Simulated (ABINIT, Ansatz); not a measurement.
An input for ABINIT 10.8.3 (AgCl (Fm-3m)):

```
acell 3*1.0 Angstrom
rprim 
  0.000000000000 2.772662996800 2.772662996800
  2.772662996800 0.000000000000 2.772662996800
  2.772662996800 2.772662996800 0.000000000000
ntypat 2
znucl 47 17
natom 2
typat 1 2
xred 
  0.000000000000 0.000000000000 0.000000000000
  0.500000000000 0.500000000000 0.500000000000
pp_dirpath "pseudos"
pseudos "Ag.upf, Cl.upf"
ecut 37
ngkpt 4 4 4
nshiftk 1
shiftk 0 0 0
kptopt 1
chksymbreak 0
istwfk *1
occopt 1
irdwfk 1
optdriver 99
bs_calctype 1
mbpt_sciss 1.188 eV
bs_loband 6
nband 15
bs_exchange_term 0
bs_coulomb_term 11
bs_coupling 0
bs_algorithm 1
bs_freq_mesh 0 8 0.05 eV
zcut 0.15 eV
ecuteps 4
ecutwfn 18.5
inclvkb 2
irdscr 1
indata_prefix "in"
outdata_prefix "out"
tmpdata_prefix "tmp"
```

```sh
OMP_NUM_THREADS=1 mpirun -n 8 abinit run.abi > log
```

How long will it take on 8 MPI ranks of Arm Neoverse V2, shared host, and how much memory?

It took 15 s; on shared hardware allow 7.7 s to 31 s. Peak host memory was 0.69 GiB.

The kernel grows as the square of the matrix size, and full diagonalisation as its cube.

[Paths, hosts, dates, memory and timing lines, banners, echoed tables and standing remarks are left out of the program output.]

[Logs are printed without paths, hosts, clocks, repeated set-up lines and the standing remarks that a program may print on its own settings, such as how far it seeks lower states.]

[Runs of the session that timed out or met a known fault of the program may be left out.]

[Hosts, paths, dates, database ids (printed as entryN), source tags and the programs' standing remarks are cut or masked in the printed files.]

[G0W0 gaps are taken among the corrected bands and points alone; a level outside them can change the order at an edge.]

[Where Ansatz stands beside ABINIT at settings called matched, ABINIT's density can come from a denser mesh and the files from another edition; pairs whose starting gaps differed by over 0.03 eV were left out, so agreement reads better than it is.]
